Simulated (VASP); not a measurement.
# ZnS (P6_3mc) in VASP: notebook

ZnS is run at these levels: r2SCAN; tasks: relaxation of shape and atoms at fixed volume, single point.

Everything below comes from runs of VASP 6.6.1. Logs are shortened: lines on timing, memory, paths and dates and some standing lists are left out, and cuts for length are marked.

**Experimental background.**

From a printed reference work, monograph, for a bulk crystal of ZnS at 4 K: band gap 3.911 eV (direct).

The results are compared with them further down.

### 1 The cell of the first run

The structure is hexagonal, space group P6_3mc (No. 186). The conventional cell has a = 3.883 Å, b = 3.883 Å, c = 12.711 Å, α = 90.00°, β = 90.00°, γ = 120.00°. Within 3.1 Å of Zn (site symmetry 3m) lie 4 S at 2.38 Å. Within 3.1 Å of Zn (site symmetry 3m) lie 4 S at 2.38 Å. Within 3.1 Å of S (site symmetry 3m) lie 4 Zn at 2.38 Å. Within 3.1 Å of S (site symmetry 3m) lie 4 Zn at 2.38 Å.

### 2 Relaxation of shape and atoms at fixed volume, r2SCAN (volume scaled by 1.06)

File POSCAR:

```
ZnS
1.0
    3.8834370184      0.0000000000      0.0000000000
   -1.9417185092      3.3631551119      0.0000000000
    0.0000000000      0.0000000000     12.7109675816
Zn S
4 4
Direct
    0.0000000000      0.0000000000      0.0001143893
    0.0000000000      0.0000000000      0.5001143893
    0.3333333333      0.6666666667      0.2500706165
    0.6666666667      0.3333333333      0.7500706165
    0.0000000000      0.0000000000      0.1872361453
    0.0000000000      0.0000000000      0.6872361453
    0.3333333333      0.6666666667      0.4375788490
    0.6666666667      0.3333333333      0.9375788490
```

File INCAR.step1:

```
PREC     = Accurate       # precision mode
ENCUT    = 600            # plane-wave cutoff, eV
ISMEAR   = 0              # smearing method
SIGMA    = 0.02           # smearing width, eV
LREAL    = F              # projectors in reciprocal space
LASPH    = T              # aspherical terms in the spheres
NELM     = 60             # most SCF steps
GGA      = PE             # functional
ALGO     = Normal         # electronic algorithm
EDIFF    = 1E-4           # SCF threshold, eV
LWAVE    = T              # write WAVECAR
LCHARG   = F              # write CHGCAR
```

File INCAR.step2:

```
PREC     = Accurate       # precision mode
ENCUT    = 600            # plane-wave cutoff, eV
EDIFF    = 1E-6           # SCF threshold, eV
ISMEAR   = 0              # smearing method
SIGMA    = 0.02           # smearing width, eV
LREAL    = F              # projectors in reciprocal space
LASPH    = T              # aspherical terms in the spheres
NELM     = 60             # most SCF steps
ALGO     = Normal         # electronic algorithm
ISIF     = 4              # what is computed and relaxed
LWAVE    = F              # write WAVECAR
LCHARG   = F              # write CHGCAR
METAGGA  = R2SCAN         # meta-GGA
LMIXTAU  = T            
IBRION   = 2              # ionic algorithm
NSW      = 50             # ionic steps
EDIFFG   = -0.01          # ionic threshold
ISTART   = 1
```

File KPOINTS:

```
Automatic mesh
0
Gamma
  6 6 2
```

Potentials or basis: VASP PAW PBE potentials, release 64 (Zn, S).

Started as:

```
> cat potpaw_PBE.64/Zn/POTCAR potpaw_PBE.64/S/POTCAR > POTCAR
> cp INCAR.step1 INCAR
> mpirun -np 1 vasp_std > vasp.out
> cp INCAR.step2 INCAR
> mpirun -np 1 vasp_std > vasp.out
```

OUTCAR:

```text
PREC = Accurate
   ENCUT = 600
   EDIFF = 1E-6
   ISMEAR = 0
   LREAL = F
   LASPH = T
   NELM = 60
   ISIF = 4
   METAGGA = R2SCAN
   IBRION = 2
   NSW = 50
   EDIFFG = -0.01
   ISTART = 1

 ion  position               nearest neighbor table
   1  0.000  0.000  0.000-   5 2.38   8 2.38   8 2.38   8 2.38
   2  0.000  0.000  0.500-   6 2.38   7 2.38   7 2.38   7 2.38
   3  0.333  0.667  0.250-   5 2.38   5 2.38   5 2.38   7 2.38
   4  0.667  0.333  0.750-   6 2.38   6 2.38   6 2.38   8 2.38
   5  0.000  0.000  0.187-   1 2.38   3 2.38   3 2.38   3 2.38
   6  0.000  0.000  0.687-   2 2.38   4 2.38   4 2.38   4 2.38
   7  0.333  0.667  0.438-   2 2.38   2 2.38   2 2.38   3 2.38
   8  0.667  0.333  0.938-   1 2.38   1 2.38   1 2.38   4 2.38

  LATTYP: Found a hexagonal cell.
 ALAT       =     3.8834370184
 C/A-ratio  =     3.2731231436

  Lattice vectors:

 A1 = (   3.8834370184,   0.0000000000,   0.0000000000)
 A2 = (  -1.9417185092,   3.3631551119,   0.0000000000)
 A3 = (   0.0000000000,   0.0000000000,  12.7109675816)

Analysis of symmetry for initial positions (statically):
=====================================================================
 Subroutine PRICEL returns:
 Original cell was already a primitive cell.

 Routine SETGRP: Setting up the symmetry group for a
 hexagonal supercell.

 Subroutine GETGRP returns: Found 12 space group operations
 (whereof  6 operations were pure point group operations)
 out of a pool of 24 trial point group operations.

The static configuration has the point symmetry C_3v.
 The point group associated with its full space group is C_6v.

Analysis of symmetry for dynamics (positions and initial velocities):
=====================================================================
 Subroutine PRICEL returns:
 Original cell was already a primitive cell.

 Routine SETGRP: Setting up the symmetry group for a
 hexagonal supercell.

 Subroutine GETGRP returns: Found 12 space group operations
 (whereof  6 operations were pure point group operations)
 out of a pool of 24 trial point group operations.

The dynamic configuration has the point symmetry C_3v.
 The point group associated with its full space group is C_6v.

 Subroutine INISYM returns: Found 12 space group operations
 (whereof  6 operations are pure point group operations),
 and found     1 'primitive' translations

----------------------------------------------------------------------------------------

                                     Primitive cell

  volume of cell :     166.0129

  direct lattice vectors                    reciprocal lattice vectors
     3.883437018  0.000000000  0.000000000     0.257503854  0.148669920  0.000000000
    -1.941718509  3.363155112  0.000000000     0.000000000  0.297339839  0.000000000
     0.000000000  0.000000000 12.710967582     0.000000000  0.000000000  0.078672217

  length of vectors
     3.883437018  3.883437018 12.710967582     0.297339839  0.297339839  0.078672217

  position of ions in fractional coordinates (direct lattice)
     0.000000000  0.000000000  0.000114389
     0.000000000  0.000000000  0.500114389
     0.333333333  0.666666667  0.250070616
     0.666666667  0.333333333  0.750070616
     0.000000000  0.000000000  0.187236145
     0.000000000  0.000000000  0.687236145
     0.333333333  0.666666667  0.437578849
     0.666666667  0.333333333  0.937578849

  ion indices of the primitive-cell ions
   primitive index   ion index
                 1           1
                 2           2
                 3           3
                 4           4
                 5           5
                 6           6
                 7           7
                 8           8

----------------------------------------------------------------------------------------

 KPOINTS: Automatic mesh

Automatic generation of k-mesh.
 Grid dimensions read from file:
 generate k-points for:    6    6    2

 Generating k-lattice:

  Cartesian coordinates                     Fractional coordinates (reciprocal lattice)
     0.042917309  0.024778320  0.000000000     0.166666667  0.000000000  0.000000000
     0.000000000  0.049556640  0.000000000     0.000000000  0.166666667  0.000000000
     0.000000000  0.000000000  0.039336109     0.000000000  0.000000000  0.500000000

  Length of vectors
     0.049556640  0.049556640  0.039336109

  Shift w.r.t. Gamma in fractional coordinates (k-lattice)
     0.000000000  0.000000000  0.000000000

 Subroutine IBZKPT returns following result:
 ===========================================

 Found     14 irreducible k-points:

 Following reciprocal coordinates:
            Coordinates               Weight
  0.000000  0.000000  0.000000      1.000000
  0.166667  0.000000  0.000000      6.000000
  0.333333  0.000000  0.000000      6.000000
  0.500000  0.000000  0.000000      3.000000
  0.166667  0.166667  0.000000      6.000000
  0.333333  0.166667  0.000000     12.000000
[... 30 lines left out ...]
   IBRION =      2    ionic relax: 0-MD 1-quasi-New 2-CG
   NFREE  =      1    steps in history (QN), initial steepest desc. (CG)
   ISIF   =      4    stress and relaxation
   ISYM   =      2    0-nonsym 1-usesym 2-fastsym
   POTIM  = 0.5000    time-step for ionic-motion
   TEBEG  =    0.0;   TEEND  =   0.0 temperature during run
   PSTRESS=    0.0 pullay stress
   NELECT =      72.0000    total number of electrons
   NUPDOWN=      -1.0000    fix difference up-down
   EMIN   =  10.00;   EMAX   =-10.00  energy-range for DOS
   EFERMI =   0.00;   METHOD = LEGACY
   ISMEAR =     0;   SIGMA  =   0.02  broadening in eV -4-tet -1-fermi 0-gaus
   EFERMI_NEDOS =   21; number of points for ismear=-14 and -15
   IALGO  =     38    algorithm
   IMIX   =      4    mixing-type and parameters
     AMIX     =   0.40;   BMIX     =  1.00
     AMIX_MAG =   1.60;   BMIX_MAG =  1.00
  volume/ion in A,a.u.               =      20.75       140.04
  Fermi-wavevector in a.u.,A,eV,Ry     =   1.239191  2.341732 20.893044  1.535595
  Thomas-Fermi vector in A             =   2.373685
   LORBIT       =      0    0 simple, 1 ext, 2 COOP (PROOUT), +10 PAW based schemes
   METAGGA = R2SCAN    functional components
   LHFCALC =     F    Hartree Fock is set to
   AEXX    =    0.0000 exact exchange contribution
   IVDW    =     0    specifies the selected vdW correction
   LEPSILON=     F    determine dielectric tensor
   LRPA    =     F    only Hartree local field effects (RPA)
 conjugate gradient relaxation of ions
 non-spin polarized calculation
 Gauss-broadening in eV      SIGMA  =   0.02
  energy-cutoff  :      600.00
  volume of cell :      166.01
 maximum number of plane-waves:      5577
 NGX is ok and might be reduce to    32
   NGX = 15   NGY = 15   NGZ = 51

 number of electron      72.0000038 magnetization

 Free energy of the ion-electron system (eV)
  ---------------------------------------------------
  ext. energy  EPLUGINS =         0.00000000
  ---------------------------------------------------
  free energy    TOTEN  =       -75.33323895 eV

  energy without entropy =      -75.33323895  energy(sigma->0) =      -75.33323895

 E-fermi :   1.5105     XC(G=0): -10.0262

 val. band max:        1.3800136200   @ k =   0.0000   0.0000   0.0000
 cond. band min:       3.8574383893   @ k =   0.0000   0.0000   0.0000
 fundamental gap:      2.4774247693
 Fermi energy:         1.5105129177

 k-point     1 :       0.0000    0.0000    0.0000
  band No.  band energies     occupation
      1     -11.9557      2.00000
      2     -11.5677      2.00000
      3     -11.5565      2.00000
      4     -11.1006      2.00000
      5      -4.9380      2.00000
      6      -4.9316      2.00000
[... 35 lines left out ...]
     42       8.2558      0.00000
     43       8.3858      0.00000

 k-point     2 :       0.1667    0.0000    0.0000
  band No.  band energies     occupation
      1     -11.7861      2.00000
      2     -11.4302      2.00000
      3     -11.4189      2.00000
      4     -11.0104      2.00000
      5      -4.9335      2.00000
      6      -4.9131      2.00000
[... 544 lines left out ...]
 k-point    14 :       0.3333    0.3333    0.5000
  band No.  band energies     occupation
      1     -10.8915      2.00000
      2     -10.8915      2.00000
      3     -10.8769      2.00000
      4     -10.8769      2.00000
      5      -4.8475      2.00000
      6      -4.8475      2.00000
[... 35 lines left out ...]
     42       7.8524      0.00000
     43       8.5655      0.00000

------------------------ aborting loop because EDIFF is reached ----------------------------------------

  FORCE on cell =-STRESS in cart. coord.  units (eV):
  Direction    XX          YY          ZZ          XY          YZ          ZX
  --------------------------------------------------------------------------------------
  -------------------------------------------------------------------------------------
  Total       -4.1887460     -4.1887460     -4.1980803      0.0000000      0.0000000      0.0000000
  in kB      -40.4252610    -40.4252610    -40.5153457      0.0000000      0.0000000      0.0000000
  external PRESSURE =     -40.4552892 kB  Pullay stress =       0.0000000 kB

 VOLUME and BASIS-vectors are now :
 -----------------------------------------------------------------------------
  energy-cutoff  :      600.00
  volume of cell :      166.01
      direct lattice vectors                 reciprocal lattice vectors
     3.883437018  0.000000000  0.000000000     0.257503854  0.148669920  0.000000000
    -1.941718509  3.363155112  0.000000000     0.000000000  0.297339839  0.000000000
     0.000000000  0.000000000 12.710967582     0.000000000  0.000000000  0.078672217

 POSITION                                       TOTAL-FORCE (eV/Angst)
 -----------------------------------------------------------------------------------
      0.00000      0.00000      0.00145        -0.000000     -0.000000      0.007354
      0.00000      0.00000      6.35694         0.000000      0.000000      0.007354
     -0.00000      2.24210      3.17864         0.000000     -0.000000      0.001729
      1.94172      1.12105      9.53412        -0.000000     -0.000000      0.001729
      0.00000      0.00000      2.37995        -0.000000     -0.000000     -0.003393
      0.00000      0.00000      8.73544        -0.000000      0.000000     -0.003393
     -0.00000      2.24210      5.56205        -0.000000      0.000000     -0.005689
      1.94172      1.12105     11.91753        -0.000000     -0.000000     -0.005689
 -----------------------------------------------------------------------------------
    total drift:                               -0.000000     -0.000001      0.080633

  FREE ENERGIE OF THE ION-ELECTRON SYSTEM (eV)
  ---------------------------------------------------
  free  energy   TOTEN  =       -75.3332389484 eV

  energy  without entropy=      -75.3332389484  energy(sigma->0) =      -75.33323895

 reached required accuracy - stopping structural energy minimisation
```

Run time: 7.4 min. Hardware: 1 thread of Intel Xeon 6975P-C, shared host; peak memory 0.41 GiB.

What came out:

| Item | Value |
| --- | --- |
| Free energy | -75.3332 eV |
| Pressure after relaxing | -4.0 GPa |
| Largest force after relaxing | 0.007 eV/Å |
| Band gap on the k mesh | 2.48 eV, direct |

Forces on the atoms (eV/Å):
```
Zn   0.000  0.000  0.007
Zn   0.000  0.000  0.007
Zn   0.000  0.000  0.002
Zn   0.000  0.000  0.002
S    0.000  0.000 -0.003
S    0.000  0.000 -0.003
S    0.000  0.000 -0.006
S    0.000  0.000 -0.006
```

Final structure:
```
Zn S
1.0
     3.88344    0.00000    0.00000
    -1.94172    3.36316    0.00000
     0.00000    0.00000   12.71097
Zn S
4 4
Direct
  0.00000 0.00000 0.00011
  0.00000 0.00000 0.50011
  0.33333 0.66667 0.25007
  0.66667 0.33333 0.75007
  0.00000 0.00000 0.18724
  0.00000 0.00000 0.68724
  0.33333 0.66667 0.43758
  0.66667 0.33333 0.93758
```

Caveat: the cell differs from its parent crystal (volume scaled by 1.06); the relaxation stopped at its first step, so nothing moved; the PAW data sets were made with another functional, which shifts forces and pressure a little.

### 3 Single point, r2SCAN

This run uses another cell than the first one, of 19.58 Å³/atom, 0.943 times its volume.

File POSCAR:

```
ZnS
1.0
    3.8087369230      0.0000000000      0.0000000000
   -1.9043684615      3.2984629317      0.0000000000
    0.0000000000      0.0000000000     12.4664651283
Zn S
4 4
Direct
    0.0000000000      0.0000000000      0.0001143919
    0.0000000000      0.0000000000      0.5001143919
    0.3333333333      0.6666666667      0.2500706172
    0.6666666667      0.3333333333      0.7500706172
    0.0000000000      0.0000000000      0.1872361440
    0.0000000000      0.0000000000      0.6872361440
    0.3333333333      0.6666666667      0.4375788470
    0.6666666667      0.3333333333      0.9375788470
```

File INCAR.step1:

```
PREC = Accurate ; ENCUT = 520
ISMEAR = 0 ; SIGMA = 0.02
LREAL = False ; LASPH = True
NELM = 60 ; NBANDS = 46
GGA = PE ; ALGO = Normal
EDIFF = 1E-4 ; LWAVE = True
LCHARG = False
```

File INCAR.step2:

```
PREC = Accurate ; ENCUT = 520
EDIFF = 1E-7 ; ISMEAR = 0
SIGMA = 0.02 ; LREAL = False
LASPH = True ; NELM = 60
ALGO = Normal ; ISIF = 2
LWAVE = False ; LCHARG = True
METAGGA = R2SCAN ; LMIXTAU = True
LELF = True ; LVHAR = True
NBANDS = 46 ; ISTART = 1
```

KPOINTS is that of step 2.

Potentials or basis: VASP PAW PBE potentials, release 64 (Zn, S).

Started as:

```
> cat potpaw_PBE.64/Zn/POTCAR potpaw_PBE.64/S/POTCAR > POTCAR
> cp INCAR.step1 INCAR
> mpirun -np 1 vasp_std > vasp.out
> cp INCAR.step2 INCAR
> mpirun -np 1 vasp_std > vasp.out
```

It took 5 min on 1 thread of Intel Xeon Platinum 8488C (Sapphire Rapids), shared host; peak memory 0.32 GiB.

The run converged. Its results:

- Free energy: -75.4514 eV
- Pressure: 0.0 GPa
- Largest force: 0.008 eV/Å
- Band gap on the k mesh: 2.75 eV, direct

Forces in eV/Å, atoms in the order of the input:
```
Zn   0.000  0.000 -0.006
Zn   0.000  0.000 -0.006
Zn   0.000  0.000 -0.008
Zn   0.000  0.000 -0.008
S    0.000  0.000  0.007
S    0.000  0.000  0.007
S    0.000  0.000  0.007
S    0.000  0.000  0.007
```

Levels at points of the mesh, in eV from the valence-band top:
```tsv
k point	band 34	band 35	band 36	band 37	band 38	band 39
(0.00, 0.00, 0.00)	-0.04	0.00	0.00	2.75	3.72	3.95
(0.50, 0.00, 0.00)	-1.64	-1.15	-0.91	3.74	3.76	4.17
(0.00, 0.00, 0.50)	-0.15	-0.15	-0.15	3.57	3.57	3.86
(0.50, 0.00, 0.50)	-1.55	-1.14	-1.14	4.09	4.09	4.50
```

Caveat: the PAW data sets were made with another functional, which shifts forces and pressure a little.

### 4 Single point, r2SCAN

This run uses another cell than the first one, of 19.81 Å³/atom, 0.954 times its volume.

File POSCAR:

```
ZnS
1.0
    3.8227020304      0.0000000000      0.0000000000
   -1.9113510152      3.3105570694      0.0000000000
    0.0000000000      0.0000000000     12.5200000000
Zn S
4 4
Direct
    0.0000000000      0.0000000000      0.0000000000
    0.0000000000      0.0000000000      0.5000000000
    0.3333333333      0.6666666667      0.2500000000
    0.6666666667      0.3333333333      0.7500000000
    0.0000000000      0.0000000000      0.1875000000
    0.0000000000      0.0000000000      0.6875000000
    0.3333333333      0.6666666667      0.4375000000
    0.6666666667      0.3333333333      0.9375000000
```

File INCAR.step1:

```
PREC = Accurate
ENCUT = 520
ISMEAR = 0
SIGMA = 0.1
LREAL = F
LASPH = T
NELM = 80
NBANDS = 46
GGA = PE
ALGO = Normal
EDIFF = 1E-4
LWAVE = T
LCHARG = F
```

File INCAR.step2:

```
PREC = Accurate
ENCUT = 520
EDIFF = 1E-6
ISMEAR = 0
SIGMA = 0.1
LREAL = F
LASPH = T
NELM = 80
ALGO = Normal
ISIF = 2
LWAVE = F
LCHARG = F
METAGGA = R2SCAN
LMIXTAU = T
NBANDS = 46
ISTART = 1
```

KPOINTS is that of step 3.

Started as:

```
> cat potpaw_PBE.64/Zn/POTCAR potpaw_PBE.64/S/POTCAR > POTCAR
> cp INCAR.step1 INCAR
> mpirun -np 1 vasp_std > vasp.out
> cp INCAR.step2 INCAR
> mpirun -np 1 vasp_std > vasp.out
```

Wall time 5.5 min (1 thread of Intel Xeon Platinum 8488C (Sapphire Rapids), shared host); peak memory 0.32 GiB.

It converged, with:

```
Free energy            : -75.4458 eV
Pressure               : -0.9 GPa
Largest force          : 0.033 eV/Å
Band gap on the k mesh : 2.70 eV, direct
```

Forces on the atoms (eV/Å):
```
Zn   0.000  0.000  0.005
Zn   0.000  0.000  0.005
Zn   0.000  0.000  0.005
Zn   0.000  0.000  0.005
S    0.000  0.000 -0.033
S    0.000  0.000 -0.033
S    0.000  0.000  0.023
S    0.000  0.000  0.023
```

Stress tensor (GPa, compression positive):
```
-0.81  0.00  0.00
 0.00 -0.81  0.00
 0.00  0.00 -0.97
```

Levels at points of the mesh, in eV from the valence-band top:
| k point | band 33 | band 34 | band 35 | band 36 | band 37 | band 38 | band 39 | band 40 |
| --- | --- | --- | --- | --- | --- | --- | --- | --- |
| (0.00, 0.00, 0.00) | -0.46 | -0.04 | 0.00 | 0.00 | 2.70 | 3.70 | 3.92 | 4.17 |
| (0.50, 0.00, 0.00) | -1.63 | -1.61 | -1.13 | -0.89 | 3.75 | 3.75 | 4.18 | 4.77 |
| (0.00, 0.00, 0.50) | -0.15 | -0.15 | -0.15 | -0.15 | 3.52 | 3.52 | 3.83 | 3.83 |
| (0.50, 0.00, 0.50) | -1.52 | -1.52 | -1.12 | -1.12 | 4.09 | 4.09 | 4.48 | 4.48 |

Caveat: the PAW data sets were made with another functional, which shifts forces and pressure a little.

### 5 The runs side by side

```tsv
task	cell	cutoff (eV)	smearing	gap on the mesh (eV)	pressure (GPa)	largest force (eV/Å)
relaxation of shape and atoms at fixed volume	relaxed from a = 3.883, b = 3.883, c = 12.711 Å, angles 90.0, 90.0, 120.0°, 8 atoms	600	gaussian 0.02 eV	2.48	-4.0	0.01
single point	a = 3.809, b = 3.809, c = 12.466 Å, angles 90.0, 90.0, 120.0°, 8 atoms	520	gaussian 0.02 eV	2.75	0.0	0.01
single point	a = 3.823, b = 3.823, c = 12.520 Å, angles 90.0, 90.0, 120.0°, 8 atoms	520	gaussian 0.1 eV	2.70	-0.9	0.03
```

Alike in all rows: level r2SCAN; potentials or basis VASP PAW PBE potentials, release 64 (Zn, S); no spin polarisation; k mesh 6 × 6 × 2.

Caveats: the PAW data sets were made with another functional, which shifts forces and pressure a little; the relaxation stopped at its first step, so nothing moved (some runs).

Total energies depend on the potentials used, so only differences within one code and one set of settings carry meaning.

### 6 How close it comes

Step 3. Measured gap of ZnS: 3.911 eV (direct; 4 K; a printed reference work, monograph). This calculation gives 2.75 eV (-1.16 eV). The value is that of r2SCAN, without temperature or zero-point motion.

Step 4. Measured gap of ZnS: 3.911 eV (direct; 4 K; a printed reference work, monograph). This calculation gives 2.70 eV (-1.22 eV). The value is that of r2SCAN, without temperature or zero-point motion.
